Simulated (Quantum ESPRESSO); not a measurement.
# LiCl in Quantum ESPRESSO: the effect of functional

LiCl:

```
Cl Li
1.0
     0.00000    2.56477    2.56477
     2.56477    0.00000    2.56477
     2.56477    2.56477    0.00000
Cl Li
1 1
Direct
  0.50000 0.50000 0.50000
  0.00000 0.00000 0.00000
```

Alike in all runs:

| Quantity | Value |
| --- | --- |
| Program | Quantum ESPRESSO 7.5 |
| Task | dielectric tensor |
| Cutoff | 1007 eV |
| Density cutoff | 4027 eV |
| k mesh | 6 × 6 × 6, shifted |
| Occupations | fermi-dirac, width 0.05 eV |
| Spin | no spin polarisation |

```tsv
functional	potentials or basis	pressure (GPa)	dielectric constant (mean)
LDA	PseudoDojo 0.4.1 SR LDA standard	-3.3	3.05
PBE	PseudoDojo 0.4.1 SR PBE standard	0.4	2.96
PBEsol	PseudoDojo 0.4.1 SR PBEsol standard	-1.3	3.02
WC	PseudoDojo 0.4.1 SR PBE standard	-1.1	3.02
BLYP	PseudoDojo 0.4.1 SR PBE standard	?	?
AM05	PseudoDojo 0.4.1 SR PBE standard	-0.1	2.98
```

Task: What does the run with functional BLYP give?

Result: Pressure 2.0 GPa; dielectric constant 2.92 mean.

Caveats: the potentials were made for another functional, which shifts forces and pressure (some runs); the cell is more than 3 GPa from zero pressure, which shifts response properties (some runs).
